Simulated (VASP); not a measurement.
Crystal: InPd.

```xyz
2
Lattice="3.2719 0.0000 0.0000 0.0000 3.2719 0.0000 0.0000 0.0000 3.2719" Properties=species:S:1:pos:R:3 pbc="T T T"
In    0.0000    0.0000    0.0000
Pd    1.6359    1.6359    1.6359
```

The cell comes from a database or a generator and needn't be the stable form of this composition.

Base run:

| Property | Result |
| --- | --- |
| Program | VASP 6.6.1 |
| Functional | PBEsol |
| Potentials or basis | VASP PAW PBE potentials, release 64 (In_d, Pd) |
| Cutoff | 520 eV |
| k mesh | 6 × 6 × 6 |
| Occupations | fermi-dirac, width 0.05 eV |
| Spin | spin-orbit coupling, no magnetisation |

Its results: pressure -2.7 GPa.

The run is repeated on the same cell with these changes: functional from PBEsol to SCAN. What comes out?

Pressure -1.7 GPa.

Caveats: the PAW data sets were made with another functional, which shifts forces and pressure a little.
